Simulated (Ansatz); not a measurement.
# Pd(110) / 1 layer Rh(110) / Pd(110): resistance against film thickness, part 2 of 2

Wanted: interface resistance and thickness dependence for Pd(110) / 1 layer Rh(110) / Pd(110).

Ansatz 0.2.0; Ansatz plane-wave DFT, PBE, PAW files; ballistic transport by layer matching (Landauer), zero bias; PAW set soft_1 (the session's first sound run).

So far. Step 5 (With 7 layers, k-mesh 14×10×1, film layers 7): The conductance of the junction is 8.4e14 S/m², 5.8 % under the 8.9e14 S/m² of the last finished run, within the error estimates, leads' steps apart, of 5 and 6.6 %.

## Step 6: With 9 layers, k-mesh 14×10×1, film layers 9

The stack now holds 9 film layers; the k-mesh follows the cell, and the energies span -0.27 to 0.27 eV.

System of this step: Pd(110) / 9 layers Rh(110) / Pd(110). The cell holds 22 atoms: 13 Pd and 9 Rh. Its edges and angles: a = 2.751 Å, b = 3.890 Å, c = 29.446 Å, α = 90.0°, β = 90.0°, γ = 90.0°. It derives from Pd and Rh. Regions: lead, 13 atoms (13 Pd); films, 9 atoms (9 Rh). The structure is stacked along c, and the current runs across the ab planes.

input.yaml reads:

```yaml
crystal:
  lattice:
    - [2.7505039575, 0.0, 0.0]
    - [0.0, 3.8898, 0.0]
    - [0.0, 0.0, 29.4462205109]
  atoms:
    - { symbol: Pd, position: [0.0, 0.0, 0.0233519269] }
    - { symbol: Pd, position: [0.5, 0.5, 0.0700557808] }
    - { symbol: Pd, position: [0.0, 0.0, 0.1167596346] }
    - { symbol: Pd, position: [0.5, 0.5, 0.1634634884] }
    - { symbol: Pd, position: [0.0, 0.0, 0.2101673423] }
    - { symbol: Pd, position: [0.5, 0.5, 0.2568711961] }
    - { symbol: Rh, position: [0.0, 0.0, 0.3020481175] }
    - { symbol: Rh, position: [0.5, 0.5, 0.3456981064] }
    - { symbol: Rh, position: [0.0, 0.0, 0.3893480953] }
    - { symbol: Rh, position: [0.5, 0.5, 0.4329980842] }
    - { symbol: Rh, position: [0.0, 0.0, 0.4766480731] }
    - { symbol: Rh, position: [0.5, 0.5, 0.520298062] }
    - { symbol: Rh, position: [0.0, 0.0, 0.5639480509] }
    - { symbol: Rh, position: [0.5, 0.5, 0.6075980398] }
    - { symbol: Rh, position: [0.0, 0.0, 0.6512480287] }
    - { symbol: Pd, position: [0.5, 0.5, 0.6964249501] }
    - { symbol: Pd, position: [0.0, 0.0, 0.7431288039] }
    - { symbol: Pd, position: [0.5, 0.5, 0.7898326577] }
    - { symbol: Pd, position: [0.0, 0.0, 0.8365365116] }
    - { symbol: Pd, position: [0.5, 0.5, 0.8832403654] }
    - { symbol: Pd, position: [0.0, 0.0, 0.9299442192] }
    - { symbol: Pd, position: [0.5, 0.5, 0.9766480731] }
kpoints:
  mp_grid: { grid: [14, 10, 1] }
hamiltonian:
  xc: pbe
  pseudopotentials: { kind: paw, azcp: { folder: soft_1 } }
scf:
  occupations: { method: fermi_dirac, width: 0.1 }
output:
  transmission:
    leads: [[0, 1]]
    kmesh: [26, 18]
    e_range: [-0.27, 0.27]
    de: 0.036
  write_potential: true
  write_density: true
  volumetric_format: npy
```

Started as:

```bash
$ ansatz run input.yaml --threads 4 --pin off --max-ram 8192MiB --backend cpu --events-out ev --progress --plain --runs-dir out
```

Run time: 10 min. Hardware: 4 threads of Arm Neoverse V1, shared host; peak memory 3.1 GiB; 36 min of CPU time.

Numbers from this step:

| Item | Value |
| --- | --- |
| free energy | -148274.0268 eV |
| energy at zero smearing | -148273.4265 eV |
| Fermi energy | 20.80 eV |
| step of the lead's potential | 1.9 meV |
| ballistic conductance of the lead | 1.62e15 S/m² |
| estimated errors of the lead's conductance | 0, 3.7, 10.6 % (band edges, k-mesh, distance from neutral) |
| lead conductance per cell | 2.231 G₀ |
| conductance of the junction | 8.37e14 S/m² |
| junction conductance per cell | 1.156 G₀ |
| estimated errors of the junction's conductance | 1.1, 2.5, 5.2, 3.4, 5.7 % (energy step, band edges, k-mesh, leads' steps, distance from neutral) |
| area resistance that the stack adds (contact term taken off, spin by spin) | 0.5767 fΩ m² |

Per spin. Transmission, zone mean against energy, zero at the Fermi level:

| energy (eV) | transmission, zone mean |
| --- | --- |
| -0.270 | 1.67 |
| -0.234 | 1.66 |
| -0.198 | 1.64 |
| -0.162 | 1.51 |
| -0.126 | 1.42 |
| -0.090 | 1.33 |
| -0.054 | 1.26 |
| -0.018 | 1.19 |
| 0.018 | 1.11 |
| 0.054 | 1.05 |
| 0.090 | 0.944 |
| 0.126 | 0.889 |
| 0.162 | 0.864 |
| 0.198 | 0.833 |
| 0.234 | 0.757 |
| 0.270 | 0.745 |

The conductance of the junction is 8.4e14 S/m², 0.21 % over the 8.4e14 S/m² of the last finished run, within the error estimates, leads' steps apart, of 6.6 and 5.7 %.

## Step 7: The ladder

Times are for 4 threads of Arm Neoverse V1, shared host. The runs compared:

| no. | film layers | area resistance that the stack adds (contact term taken off, spin by spin) (fΩ m²) | conductance of the junction (S/m²) | time | memory (GiB) |
| --- | --- | --- | --- | --- | --- |
| 1 | 1 | 0.3133 | 1.08e15 | 12 min | 2.2 |
| 2 | 3 | 0.5171 | 8.84e14 | 7.8 min | 2.7 |
| 3 | 5 | 0.5271 | 8.86e14 | 8 min | 2.2 |
| 4 | 7 | 0.5890 | 8.35e14 | 8.8 min | 2.6 |
| 5 | 9 | 0.5767 | 8.37e14 | 10 min | 3.1 |

## Step 8: With 3 layers

A repeat with a changed input, to see how far the result depends on it.

This step: Ansatz plane-wave DFT, LDA, PAW files; ballistic transport by layer matching (Landauer), zero bias; changed: hamiltonian.xc = "lda", scf.eigensolver.kind = "davidson"; PAW set soft_1 (Ansatz 0.2.0).

System of this step: Pd(110) / 3 layers Rh(110) / Pd(110). The cell holds 16 atoms: 13 Pd and 3 Rh. Its edges and angles: a = 2.751 Å, b = 3.890 Å, c = 21.734 Å, α = 90.0°, β = 90.0°, γ = 90.0°. It derives from Pd and Rh. Regions: lead, 13 atoms (13 Pd); films, 3 atoms (3 Rh). The structure is stacked along c, and the current runs across the ab planes.

input.yaml reads:

```yaml
crystal:
  lattice:
    - [2.7505039575, 0.0, 0.0]
    - [0.0, 3.8898, 0.0]
    - [0.0, 0.0, 21.7342573193]
  atoms:
    - { symbol: Pd, position: [0.0, 0.0, 0.0316378876] }
    - { symbol: Pd, position: [0.5, 0.5, 0.0949136627] }
    - { symbol: Pd, position: [0.0, 0.0, 0.1581894378] }
    - { symbol: Pd, position: [0.5, 0.5, 0.221465213] }
    - { symbol: Pd, position: [0.0, 0.0, 0.2847409881] }
    - { symbol: Pd, position: [0.5, 0.5, 0.3480167632] }
    - { symbol: Rh, position: [0.0, 0.0, 0.4092238047] }
    - { symbol: Rh, position: [0.5, 0.5, 0.4683621124] }
    - { symbol: Rh, position: [0.0, 0.0, 0.5275004202] }
    - { symbol: Pd, position: [0.5, 0.5, 0.5887074617] }
    - { symbol: Pd, position: [0.0, 0.0, 0.6519832368] }
    - { symbol: Pd, position: [0.5, 0.5, 0.7152590119] }
    - { symbol: Pd, position: [0.0, 0.0, 0.778534787] }
    - { symbol: Pd, position: [0.5, 0.5, 0.8418105622] }
    - { symbol: Pd, position: [0.0, 0.0, 0.9050863373] }
    - { symbol: Pd, position: [0.5, 0.5, 0.9683621124] }
kpoints:
  mp_grid: { grid: [14, 10, 2] }
hamiltonian:
  xc: lda
  pseudopotentials: { kind: paw, azcp: { folder: soft_1 }, xc_functional: pbe }
scf:
  occupations: { method: fermi_dirac, width: 0.1 }
  eigensolver: { kind: davidson }
output:
  transmission:
    leads: [[0, 1]]
    kmesh: [26, 18]
    e_range: [-0.27, 0.27]
    de: 0.036
  write_potential: true
  write_density: true
  volumetric_format: npy
```

Run time: 8.5 min. Hardware: 4 threads; peak memory 2.4 GiB.

This step gave:

```
free energy                                                                : -107816.2353 eV
energy at zero smearing                                                    : -107815.7668 eV
Fermi energy                                                               : 19.87 eV
step of the lead's potential                                               : 2.5 meV
ballistic conductance of the lead                                          : 1.67e15 S/m²
estimated errors of the lead's conductance                                 : 0, 3.7, 9.2 % (band edges, k-mesh, distance from neutral)
lead conductance per cell                                                  : 2.310 G₀
conductance of the junction                                                : 9.04e14 S/m²
junction conductance per cell                                              : 1.248 G₀
estimated errors of the junction's conductance                             : 0.4, 2.9, 4.4, 7, 6.8 % (energy step, band edges, k-mesh, leads' steps, distance from neutral)
area resistance that the stack adds (contact term taken off, spin by spin) : 0.5108 fΩ m²
```

Per spin. Table of transmission, zone mean by energy, zero at the Fermi level:

```csv
energy (eV),"transmission, zone mean"
-0.270,2.03
-0.234,1.99
-0.198,1.94
-0.162,1.82
-0.126,1.71
-0.090,1.57
-0.054,1.41
-0.018,1.28
0.018,1.17
0.054,1.11
0.090,1.09
0.126,0.987
0.162,0.911
0.198,0.780
0.234,0.750
0.270,0.696
```

With the changed settings the conductance of the junction moves by 2.2 % from the earlier run's 8.8e14 S/m².

## Step 9: Outcome

| Item | Value |
| --- | --- |
| area resistance, 1 layer | 0.313 fΩ m² |
| area resistance, 3 layers | 0.517 fΩ m² |
| area resistance, 5 layers | 0.527 fΩ m² |
| area resistance, 7 layers | 0.589 fΩ m² |
| area resistance, 9 layers | 0.577 fΩ m² |

What this shows: The stack adds 0.31 fΩ m² with 1 layer and 0.58 fΩ m² with 9. From 3 layers on no step exceeds the two runs' error estimates together, as expected where only the two interfaces scatter; half the mean, 0.28 fΩ m², is a rough coherent figure for one interface. Atoms sit on ideal sites and aren't relaxed. The program's error estimates for the conductances, leads' steps apart, run from 5 to 8.8 %. Rh(110) is stretched by 2.3 % in plane to fit Pd(110).

[Logs are printed without paths, hosts, clocks, repeated set-up lines and the standing remarks that a program may print on its own settings, such as how far it seeks lower states.]

[Hosts, paths, dates, database ids (printed as entryN), source tags and the programs' standing remarks are cut or masked in the printed files.]
